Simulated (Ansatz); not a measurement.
# InP (F-43m) in Ansatz: further runs

The runs below take InP through single point, relaxation of cell and atoms, with PBE, LDA, PBEsol.

All numbers are computed with Ansatz 0.2.0; they aren't measurements. Logs are shortened: lines on timing, memory, paths and dates and some standing lists are left out, and cuts for length are marked.

**Measured values to compare with.**

From a printed reference work, data compilation, for a bulk crystal of InP at 1.6 K: band gap 1.4236 eV (direct).

The runs below are set against these values where they give the same quantity.

## 1. The crystal as given

Symmetry: F-43m, No. 216, cubic system. Conventional cell: a = 5.861 Å, b = 5.861 Å, c = 5.861 Å, α = 90.00°, β = 90.00°, γ = 90.00°. In (site symmetry -43m) has 4 P at 2.54 Å as nearest neighbours. P (site symmetry -43m) is surrounded by 4 In at 2.54 Å.

## 2. Single point, PBE

Contents of input.yaml:

```yaml
crystal:
  lattice:
    - [0.0, 2.9305, 2.9305]
    - [2.9305, 0.0, 2.9305]
    - [2.9305, 2.9305, 0.0]
  atoms:
    - { symbol: In, position: [0.0, 0.0, 0.0] }
    - { symbol: P, position: [0.75, 0.75, 0.75] }
hamiltonian:
  xc: pbe
  pseudopotentials: { kind: paw }
kpoints:
  mp_grid: { grid: [8, 8, 8] }
scf:
  occupations: { method: gaussian, width: 0.011 }
output:
  forces: true
  stress: true
  eigenvalues: true
```

Potentials or basis: Ansatz PAW.

On the command line:

```sh
$ ansatz run input.yaml --threads 2 --pin off --max-ram 5632MiB --backend cpu --events-out ev --progress --plain --runs-dir out
```

The log of the run:

```text
Warning: RAYON_NUM_THREADS=2 ignored (pool sized by the plan → 2); use --threads N
Engine: ansatz 0.2.0, aarch64-unknown-linux-gnu
Pseudopotentials: kind: paw
Pseudopotential: In, paw, valence charge 13, recommended cutoff 420 eV (normal), In.paw.azcp
Pseudopotential: P, paw, valence charge 5, recommended cutoff 420 eV (normal), P.paw.azcp
Functional definition: PBE
  parameter kappa = 0.804
  parameter beta = 0.06672455060314922
  exchange = pbe_x(kappa = kappa, mu = beta*pi^2/3)
  correlation = pbe_c(beta = beta)
Crystal: 2 atoms, lattice volume = 50.333 Å³
Basis set: ecut = 420 eV, 941 PW (Γ), exchange–correlation on 60×60×60 points (8 copies of the dense FFT grid, shifted against one another)
Bands: 13, of which v1, the nominal top of the filled ones, is band 9 counted from 1 (8 counted from 0)
Symmetry: 24 space group operations
Space group: F-43m (ITA 216), of the structure as read, at distance tolerance 3.7e-5 Å
k-points: 29 of 512 (time reversal used)
Non-local potential: In, projectors of the file, l = 0: 2, l = 1: 2, l = 2: 2, l = 3: 2
Non-local potential: P, projectors of the file, l = 0: 2, l = 1: 2, l = 2: 2
PAW form: soft (Blöchl's): semilocal exchange-correlation on the pseudo side does not see the compensation charge
PAW one-centre angular grid: In, 590 points (default); XC on 64 Gauss nodes
PAW one-centre angular grid: P, 110 points (default); XC on 64 Gauss nodes
Initial density: superposition of atomic densities (neutral atoms: chi_scale 0, normalization atom), corrected by the library's trained network
Initial wavefunctions: pseudopotential atomic-orbital guess
Functional: x = pbe(κ = 0.804, μ = 0.2195149727645171), c = pbe(β = 0.06672455060314922)
SCF iter   1: F=—  HF=-6353.983265 eV  |F-HF|=—  |Δ(HF+E_count)|=         —  Δρ=1.96e-3  dr2=4.08e-3  ethr=1.77e-3  ⟨swp⟩=6.6  Hψ=2618  notcnv=0
preconditioner: auto → none  [insulator: Δε(μ)=0.702 eV  Ē_g=14.748 eV  σ=0.011 eV  W_gap=1.00  n_scr=14 (ndim 8)  ℏωp=22.2 eV  f_vac=0.021  D(μ)=0.00/eV (n_scr^D=0)  ε∞_Penn≈3.3]
SCF iter   2: F=—  HF=-6353.981166 eV  |F-HF|=—  |Δ(HF+E_count)|=   2.10e-3  Δρ=1.21e-3  dr2=7.30e-4  ethr=2.26e-5  ⟨swp⟩=3.0  Hψ=1089  notcnv=0
SCF iter   3: F=—  HF=-6353.980962 eV  |F-HF|=—  |Δ(HF+E_count)|=   2.05e-4  Δρ=3.63e-4  dr2=6.63e-5  ethr=4.06e-6  ⟨swp⟩=2.0  Hψ=751  notcnv=0
SCF iter   4: F=—  HF=-6353.981006 eV  |F-HF|=—  |Δ(HF+E_count)|=   4.43e-5  Δρ=1.20e-4  dr2=5.59e-6  ethr=3.68e-7  ⟨swp⟩=2.0  Hψ=710  notcnv=0
SCF iter   5: F=—  HF=-6353.981008 eV  |F-HF|=—  |Δ(HF+E_count)|=   1.73e-6  Δρ=6.48e-5  dr2=1.98e-6  ethr=3.10e-8  ⟨swp⟩=2.0  Hψ=642  notcnv=0
SCF iter   6: F=-6353.981007 eV  HF=-6353.981007 eV  |F-HF|=3.17e-8  |Δ(HF+E_count)|=   4.28e-7  Δρ=1.17e-5  dr2=6.06e-8  ethr=5.56e-10  ⟨swp⟩=5.0  Hψ=2131  notcnv=0
SCF 1 converged in 6 iterations: F = -6353.981007 eV  dr2 = 6.06e-8
SCF converged after 6 iterations
Free energy (F): -6353.981007 eV
Harris-Foulkes:  -6353.981007 eV  (|F-HF|=3.17e-8)
Internal energy: -6353.981007 eV  (E = F + TS)
E sigma→0 (E₀):  -6353.981007 eV
Fermi energy:    7.354262 eV
--- Per-component energies (eV) ---
  E_band       = -52.082749
  E_kinetic    = 313.783900
  E_local      = -1398.245027  (includes V_loc(G=0)·N_el)
  E_nonlocal   = 401.492560
  E_hartree    = 551.616187
  E_xc         = -276.703350
  E_vxc        = -160.008990  (∫ρ·V_xc dr)
  E_paw        = -4725.217021  (= ΣΔE_a)
  E_vpaw       = -312.345036  (= ΣTr[D̂ρ^β])
  E_aug_tail   = 0.000030  (compensation charges beyond the density's cutoff)
  E_ewald      = -1220.708286
  E_smearing   = -0.000000  (= −TS)
  E_closure    = 0.000000  (closes the sum)
  Σ components = -6353.981007   (vs F -6353.981007, Δ=0.00e0)
--- Forces (eV/Å), atoms counted from 1 ---
  atom   1  In    -0.00000000     0.00000000     0.00000000
  atom   2  P      0.00000000    -0.00000000    -0.00000000
  max |Σ_I F_I| component: 7.40e-17 eV/Å
--- Stress (GPa, compression-positive) ---
        3.335848       0.000000      -0.000000
        0.000000       3.335848       0.000000
       -0.000000       0.000000       3.335848
  P = ⅓ Tr σ = 3.3358 GPa (33.358 kbar)
--- Band table (eV; the first three rows and the last of 29) ---
  k-point 0: bands = ["-7.1903", "-7.1903", "-7.1903", "-7.0381", "-7.0381", "-4.5204", "6.9965", "6.9965", "6.9965", "7.7119", "11.0859", "11.0859", "11.0859"]
  k-point 1: bands = ["-7.2094", "-7.1829", "-7.1829", "-7.0380", "-7.0380", "-4.3418", "5.4593", "6.8105", "6.8105", "8.6538", "11.2396", "11.3627", "11.3627"]
  k-point 2: bands = ["-7.2528", "-7.1670", "-7.1670", "-7.0354", "-7.0354", "-3.8433", "3.5580", "6.4395", "6.4395", "8.7952", "11.7856", "11.7856", "12.3172"]
  k-point 28: bands = ["-7.3425", "-7.1302", "-7.0942", "-7.0586", "-7.0230", "-2.0633", "1.3993", "4.0455", "4.0868", "11.2877", "11.3771", "12.5667", "13.2013"]
```

Wall time 1.4 s (2 threads of Arm Neoverse V1, shared host); peak memory 0.31 GiB.

What came out:

| Quantity | Value |
| --- | --- |
| Free energy | -6353.9810 eV |
| Pressure | 3.3 GPa |
| Band gap on the k mesh | 0.72 eV, direct |

Caveat: spin-orbit coupling is left out, which moves the levels of the heavy elements.

## 3. Relaxation of cell and atoms, PBE

Edit input.yaml of step 2 so:

```diff
@@ -14,3 +14,3 @@
 scf:
-  occupations: { method: gaussian, width: 0.011 }
+  occupations: { method: fermi_dirac, width: 0.05 }
 output:
@@ -18,2 +18,9 @@
   stress: true
-  eigenvalues: true
+  write_density: true
+  write_potential: true
+  elf: true
+  volumetric_format: npy
+relax:
+  f_tol: 0.01
+  max_steps: 40
+  cell: { stress_tol: 0.05 }
```

Potentials or basis: Ansatz PAW.

On the command line:

```sh
$ ansatz run input.yaml --threads 2 --pin off --max-ram 5632MiB --backend cpu --events-out ev --progress --plain --runs-dir out
```

Wall time 4.9 s (2 threads of Arm Neoverse V1, shared host); peak memory 0.34 GiB.

The run converged. Its results:

```yaml
Free_energy: -6354.0066 eV
Relaxed_volume: 26.47 Å³/atom
Relaxed_cell: a = 4.214 Å, b = 4.214 Å, c = 4.214 Å, α = 60.00°, β = 60.00°, γ = 60.00°
Space_group_after_relaxing_to_0.05_Å: F-43m (No. 216)
Energy_gained_by_relaxing: 12.8 meV/atom
Ionic_steps: 4
Pressure_after_relaxing: 0.0 GPa
Band_gap_on_the_k_mesh: 0.44 eV, direct
```

Step by step:
```tsv
step	energy change (eV)	largest force (eV/Å)	volume (Å³)
1	0.0000	0.0000	50.33
2	-0.0245	0.0000	53.21
3	-0.0249	0.0000	52.93
4	-0.0255	0.0000	52.93
```

Final structure:
```cif
data_structure
_symmetry_space_group_name_H-M 'P 1'
_symmetry_Int_Tables_number 1
_cell_length_a 4.2144
_cell_length_b 4.2144
_cell_length_c 4.2144
_cell_angle_alpha 60.000
_cell_angle_beta 60.000
_cell_angle_gamma 60.000
_cell_volume 52.93
loop_
_atom_site_label
_atom_site_type_symbol
_atom_site_fract_x
_atom_site_fract_y
_atom_site_fract_z
_atom_site_occupancy
In1 In 0.00000 0.00000 0.00000 1
P1 P 0.75000 0.75000 0.75000 1
```

Levels at points of the mesh, in eV from the valence-band top:
| k point | band 6 | band 7 | band 8 | band 9 | band 10 | band 11 | band 12 | band 13 |
| --- | --- | --- | --- | --- | --- | --- | --- | --- |
| (0.00, 0.00, 0.00) | -11.18 | 0.00 | 0.00 | 0.00 | 0.44 | 4.09 | 4.09 | 4.09 |
| (0.00, 0.00, -0.50) | -9.62 | -5.47 | -0.90 | -0.90 | 1.38 | 4.80 | 4.80 | 6.99 |
| (0.00, -0.50, -0.50) | -9.02 | -5.54 | -2.16 | -2.16 | 1.85 | 2.27 | 8.90 | 9.25 |

Caveat: the plane-wave basis is chosen anew once the cell has moved, so the energies of steps on either side of that aren't comparable; spin-orbit coupling is left out, which moves the levels of the heavy elements.

## 4. Relaxation of cell and atoms, LDA

Edit input.yaml of step 3 so:

```diff
@@ -9,3 +9,3 @@
 hamiltonian:
-  xc: pbe
+  xc: lda
   pseudopotentials: { kind: paw }
@@ -18,6 +18,2 @@
   stress: true
-  write_density: true
-  write_potential: true
-  elf: true
-  volumetric_format: npy
 relax:
```

Potentials or basis: Ansatz PAW.

On the command line:

```sh
$ ansatz run input.yaml --threads 2 --pin off --max-ram 5632MiB --backend cpu --events-out ev --progress --plain --runs-dir out
```

The log of the run:

```text
Warning: RAYON_NUM_THREADS=2 ignored (pool sized by the plan → 2); use --threads N
[... 4 set-up lines as earlier in the session ...]
Functional definition: SPW92
  exchange = slater_x
  correlation = pw_c
Crystal: 2 atoms, lattice volume = 50.333 Å³
Basis set: ecut = 420 eV, 941 PW (Γ)
Bands: 13, of which v1, the nominal top of the filled ones, is band 9 counted from 1 (8 counted from 0)
[... 2 set-up lines as earlier in the session ...]
k-points: 29 of 512 (time reversal used)
[... 3 set-up lines as earlier in the session ...]
PAW frozen core: In, regenerated for the run's functional, and the local potential with it (the file was generated under x = pbe(κ = 0.804, μ = 0.2195149727645171), c = pbe(β = 0.06672455060314922))
PAW frozen core: P, regenerated for the run's functional, and the local potential with it (the file was generated under x = pbe(κ = 0.804, μ = 0.2195149727645171), c = pbe(β = 0.06672455060314922))
[... 4 set-up lines as earlier in the session ...]
Functional: x = slater, c = lda
SCF iter   1: F=—  HF=-6183.559912 eV  |F-HF|=—  |Δ(HF+E_count)|=         —  Δρ=8.21e-3  dr2=3.59e-2  ethr=1.77e-3  ⟨swp⟩=6.1  Hψ=2521  notcnv=0
preconditioner: auto → none  [insulator: Δε(μ)=0.419 eV  Ē_g=14.580 eV  σ=0.050 eV  W_gap=0.96  n_scr=14 (ndim 8)  ℏωp=22.2 eV  f_vac=0.021  D(μ)=0.00/eV (n_scr^D=0)  ε∞_Penn≈3.3]
SCF iter   2: F=—  HF=-6183.547815 eV  |F-HF|=—  |Δ(HF+E_count)|=   1.21e-2  Δρ=2.69e-3  dr2=2.08e-3  ethr=2.00e-4  ⟨swp⟩=3.1  Hψ=852  notcnv=0
SCF iter   3: F=—  HF=-6183.547302 eV  |F-HF|=—  |Δ(HF+E_count)|=   5.13e-4  Δρ=8.51e-4  dr2=3.70e-4  ethr=1.15e-5  ⟨swp⟩=2.1  Hψ=672  notcnv=0
SCF iter   4: F=—  HF=-6183.547215 eV  |F-HF|=—  |Δ(HF+E_count)|=   8.77e-5  Δρ=2.79e-4  dr2=2.45e-5  ethr=2.06e-6  ⟨swp⟩=2.8  Hψ=630  notcnv=0
SCF iter   5: F=—  HF=-6183.547211 eV  |F-HF|=—  |Δ(HF+E_count)|=   3.77e-6  Δρ=2.13e-5  dr2=2.11e-7  ethr=1.36e-7  ⟨swp⟩=2.3  Hψ=582  notcnv=0
SCF iter   6: F=-6183.547211 eV  HF=-6183.547211 eV  |F-HF|=1.11e-9  |Δ(HF+E_count)|=   1.83e-9  Δρ=2.49e-6  dr2=2.34e-9  ethr=5.56e-10  ⟨swp⟩=5.0  Hψ=1306  notcnv=0
[... 31 lines left out ...]
SCF iter   4: F=—  HF=-6183.550573 eV  |F-HF|=—  |Δ(HF+E_count)|=   3.01e-9  Δρ=1.15e-6  dr2=3.17e-10  ethr=3.60e-11  ⟨swp⟩=2.0  Hψ=593  notcnv=0
SCF iter   5: F=—  HF=-6183.550573 eV  |F-HF|=—  |Δ(HF+E_count)|=  1.75e-10  Δρ=2.81e-7  dr2=2.28e-11  ethr=1.76e-12  ⟨swp⟩=2.0  Hψ=616  notcnv=0
SCF iter   6: F=-6183.550573 eV  HF=-6183.550573 eV  |F-HF|=9.09e-13  |Δ(HF+E_count)|=  1.00e-11  Δρ=6.37e-8  dr2=1.19e-12  ethr=1.00e-12  ⟨swp⟩=6.0  Hψ=1626  notcnv=0
SCF 4 converged in 6 iterations: F = -6183.550573 eV  dr2 = 1.19e-12
relax step   4: F+E_penalty+E_count = -6183.55057298 eV  Δ(F+E_penalty+E_count) = +1.959e-4 eV  max|allowed force component| = 8.905e-17 eV/Å  Δτ_max = 0.0000 Å  P = -0.008 GPa  Ω = 49.460 Å³  stress off target by 8.46e-3 GPa  SCF on the basis re-selected at this cell (its energy is not comparable with the rows above)  (6 SCF iters)
basis re-selected at this cell: Δ(F+E_penalty+E_count) = +1.959e-4 eV, ΔP = -0.002 GPa vs the last step (what re-selecting the basis moved, of the pressure what is left beyond the Pulay correction that the steps carried, after the strain that the cell walked since its last selection, with what the two solves' SCF thresholds leave and, on support functions, any second-order correction that the steps lacked; it is no measure of the basis error at this ecutwfc). This SCF's stress stands 8.46e-3 GPa from its target on what of the cell is left free (relax.cell.stress_tol is 5.00e-2 GPa) and its largest allowed force component is 8.90e-17 eV/Å (relax.f_tol is 1.00e-2 eV/Å): within both
SCF converged after 6 iterations
Free energy (F): -6183.550573 eV
Harris-Foulkes:  -6183.550573 eV  (|F-HF|=9.09e-13)
Internal energy: -6183.550557 eV  (E = F + TS)
E sigma→0 (E₀):  -6183.550565 eV
Entropy (-TS):   -0.000016 eV (-0.008 meV/atom)
Fermi energy:    7.286833 eV
--- Per-component energies (eV) ---
  E_band       = -53.683837
  E_kinetic    = 314.950245
  E_local      = -1392.204937  (includes V_loc(G=0)·N_el)
  E_nonlocal   = 405.766435
  E_hartree    = 546.359837
  E_xc         = -274.598031
  E_vxc        = -161.881497  (∫ρ·V_xc dr)
  E_paw        = -4556.372567  (= ΣΔE_a)
  E_vpaw       = -313.033748  (= ΣTr[D̂ρ^β])
  E_aug_tail   = 0.000029  (compensation charges beyond the density's cutoff)
  E_ewald      = -1227.853456
  E_core_change = 0.401888  (= ΣΔE_core)
  E_smearing   = -0.000016  (= −TS)
  E_closure    = 0.000000  (closes the sum)
  Σ components = -6183.550573   (vs F -6183.550573, Δ=0.00e0)
--- Forces (eV/Å), atoms counted from 1 ---
  atom   1  In     0.00000000     0.00000000     0.00000000
  atom   2  P      0.00000000    -0.00000000    -0.00000000
  max |Σ_I F_I| component: 7.40e-17 eV/Å
--- Stress (GPa, compression-positive) ---
       -0.008460       0.000000       0.000000
        0.000000      -0.008460       0.000000
        0.000000       0.000000      -0.008460
  P = ⅓ Tr σ = -0.0085 GPa (-0.085 kbar)
--- Relaxed structure (3 steps of the walk, 3 accepted, 1 SCFs on fresh bases) ---
  F+E_penalty+E_count = -6183.55057298 eV   max|allowed force component| = 8.905e-17 eV/Å   (the final SCF, on the basis selected at the relaxed cell)
  cell:  # Å, volume = 49.4597 Å³
    - [1.961718232664802e-33, 2.9134467286334886, 2.9134467286334886]
    - [2.9134467286334886, 1.0521943247929393e-32, 2.9134467286334886]
    - [2.9134467286334886, 2.9134467286334886, 8.662132455922502e-33]
  atoms:
    - { symbol: In, position: [1.2103466920024432e-33, -1.3198803292877321e-33, -1.1336731459027408e-33] }
    - { symbol: P, position: [0.7500000000000001, 0.7500000000000001, 0.7500000000000001] }
```

Wall time 4.6 s (2 threads of Arm Neoverse V1, shared host); peak memory 0.31 GiB.

What came out:

* Free energy: -6183.5506 eV
* Relaxed volume: 24.73 Å³/atom
* Relaxed cell: a = 4.120 Å, b = 4.120 Å, c = 4.120 Å, α = 60.00°, β = 60.00°, γ = 60.00°
* Space group after relaxing (to 0.05 Å): F-43m (No. 216)
* Energy gained by relaxing: 1.7 meV/atom
* Ionic steps: 4
* Pressure after relaxing: 0.0 GPa
* Band gap on the k mesh: 0.58 eV

The path:
```csv
step,energy change (eV),largest force (eV/Å),volume (Å³)
1,0.0000,0.0000,50.33
2,-0.0035,0.0000,49.32
3,-0.0036,0.0000,49.46
4,-0.0034,0.0000,49.46
```

Final structure:
```
In P
1.0
     0.00000    2.91345    2.91345
     2.91345    0.00000    2.91345
     2.91345    2.91345    0.00000
In P
1 1
Direct
  0.00000 0.00000 0.00000
  0.75000 0.75000 0.75000
```

Caveat: the plane-wave basis is chosen anew once the cell has moved, so the energies of steps on either side of that aren't comparable; spin-orbit coupling is left out, which moves the levels of the heavy elements; the PAW data sets come from PBE, with cores solved anew for the run's functional, which leaves a small shift of forces and pressure. A k mesh can miss the band edges.

## 5. Relaxation of cell and atoms, PBEsol

Edit input.yaml of step 4 so:

```diff
@@ -9,3 +9,3 @@
 hamiltonian:
-  xc: lda
+  xc: pbesol
   pseudopotentials: { kind: paw }
@@ -18,2 +18,6 @@
   stress: true
+  write_density: true
+  write_potential: true
+  elf: true
+  volumetric_format: npy
 relax:
```

On the command line:

```sh
$ ansatz run input.yaml --threads 2 --pin off --max-ram 5632MiB --backend cpu --events-out ev --progress --plain --runs-dir out
```

It took 5.4 s on 2 threads of Arm Neoverse V1, shared host; peak memory 0.33 GiB.

It converged, with:

```
Free energy                            : -6265.8651 eV
Relaxed volume                         : 25.39 Å³/atom
Relaxed cell                           : a = 4.157 Å, b = 4.157 Å, c = 4.157 Å, α = 60.00°, β = 60.00°, γ = 60.00°
Space group after relaxing (to 0.05 Å) : F-43m (No. 216)
Energy gained by relaxing              : 0.4 meV/atom
Ionic steps                            : 4
Pressure after relaxing                : 0.0 GPa
Band gap on the k mesh                 : 0.57 eV, direct
```

Step by step:
```tsv
step	energy change (eV)	largest force (eV/Å)	volume (Å³)
1	0.0000	0.0000	50.33
2	-0.0007	0.0000	50.84
3	-0.0007	0.0000	50.78
4	-0.0008	0.0000	50.78
```

Final structure:
```
In P
1.0
     0.00000    2.93910    2.93910
     2.93910    0.00000    2.93910
     2.93910    2.93910    0.00000
In P
1 1
Direct
  0.00000 0.00000 0.00000
  0.75000 0.75000 0.75000
```

Levels at points of the mesh, in eV from the valence-band top:
```csv
k point,band 5,band 6,band 7,band 8,band 9,band 10,band 11,band 12,band 13
"(0.00, 0.00, 0.00)",-13.99,-11.49,0.00,0.00,0.00,0.57,4.01,4.01,4.01
"(0.00, 0.00, -0.50)",-13.98,-9.77,-5.75,-0.97,-0.97,1.38,4.73,4.73,6.93
"(0.00, -0.50, -0.50)",-13.96,-9.11,-5.77,-2.32,-2.32,1.65,2.17,9.03,9.46
```

Caveat: the plane-wave basis is chosen anew once the cell has moved, so the energies of steps on either side of that aren't comparable; spin-orbit coupling is left out, which moves the levels of the heavy elements; the PAW data sets come from PBE, with cores solved anew for the run's functional, which leaves a small shift of forces and pressure. Zero-point motion and thermal expansion aren't in these numbers.

## 6. Overview

| task | level | cell | smearing | gap on the mesh (eV) | pressure (GPa) | relaxed volume (Å³/atom) |
| --- | --- | --- | --- | --- | --- | --- |
| single point | PBE | as given | gaussian 0.011 eV | 0.72 | 3.3 | - |
| relaxation of cell and atoms | PBE | relaxed | fermi-dirac 0.05 eV | 0.44 | 0.0 | 26.47 |
| relaxation of cell and atoms | LDA | relaxed | fermi-dirac 0.05 eV | 0.58 | 0.0 | 24.73 |
| relaxation of cell and atoms | PBEsol | relaxed | fermi-dirac 0.05 eV | 0.57 | 0.0 | 25.39 |

Alike in all rows: potentials or basis Ansatz PAW; no spin polarisation; k mesh 8 × 8 × 8; cutoff (eV) 420.

Caveats: spin-orbit coupling is left out, which moves the levels of the heavy elements; the plane-wave basis is chosen anew once the cell has moved, so the energies of steps on either side of that aren't comparable (some runs); the PAW data sets come from PBE, with cores solved anew for the run's functional, which leaves a small shift of forces and pressure (some runs).

Absolute energies hang on the potentials; compare differences alone.

## 7. Against experiment

Step 2. Against the measured gap of InP, 1.4236 eV (direct; 1.6 K; a printed reference work, data compilation), the calculated 0.72 eV is off by -0.71 eV. Spin-orbit coupling on In is left out. The value is that of PBE, without temperature or zero-point motion. Semilocal functionals fall short of measured gaps as a rule.
